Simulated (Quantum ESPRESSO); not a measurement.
## CuO (Tenorite) under changes of volume

One of the cells (10.135 Å³/atom); the others are scaled copies at fixed shape and fractional positions:

```xyz
4
Lattice="2.3418 -1.7113 0.0000 2.3418 1.7113 0.0000 -0.8500 0.0000 5.0579" Properties=species:S:1:pos:R:3 pbc="T T T"
Cu    0.7459   -0.8557    2.5289
Cu    1.1709    0.8557    0.0000
O     1.7043    0.2793    3.7934
O     2.1293   -0.2793    1.2645
```

| Item | Value |
| --- | --- |
| Program | Quantum ESPRESSO 7.5 |
| Functional | PBEsol |
| Potentials or basis | GBRV 1.5 PBEsol |
| Cutoff | 762 eV |
| Density cutoff | 6095 eV |
| k mesh | 7 × 7 × 4 |
| Occupations | fermi-dirac, width 0.05 eV |
| Spin | no spin polarisation |

| volume (Å³/atom) | energy over the lowest point (meV/atom) | pressure (GPa) | largest force (eV/Å) |
| --- | --- | --- | --- |
| 9.527 | 16.47 | 10.6 | 0.147 |
| 9.730 | 5.52 | 5.9 | 0.224 |
| 9.932 | 0.23 | 1.6 | 0.294 |
| 10.135 | 0.00 | -2.1 | 0.359 |
| 10.338 | 4.29 | -5.6 | 0.418 |
| 10.540 | 12.60 | -8.5 | 0.472 |
| 10.743 | ? | ? | ? |

Question: What does the run at 10.743 Å³/atom give?

Answer: Energy over the lowest point 24.50 meV/atom; pressure -11.2 GPa; largest force 0.521 eV/Å.

Worked out: A Birch-Murnaghan fit of order 3 (a polynomial in V^(-2/3)) to the other rows has its minimum at 10.04 Å³/atom with B0 = V·E''(V) = 186 GPa and B' = 4.5 at fixed shape and positions, which overstates the stiffness. It gives 24.58 meV/atom at 10.743 Å³/atom, against the run's 24.50, and -dE/dV = -10.8 GPa, against -11.2.

Energies are extrapolated to zero smearing.

Caveats: the run has no spin polarisation, though such a crystal can be magnetic.
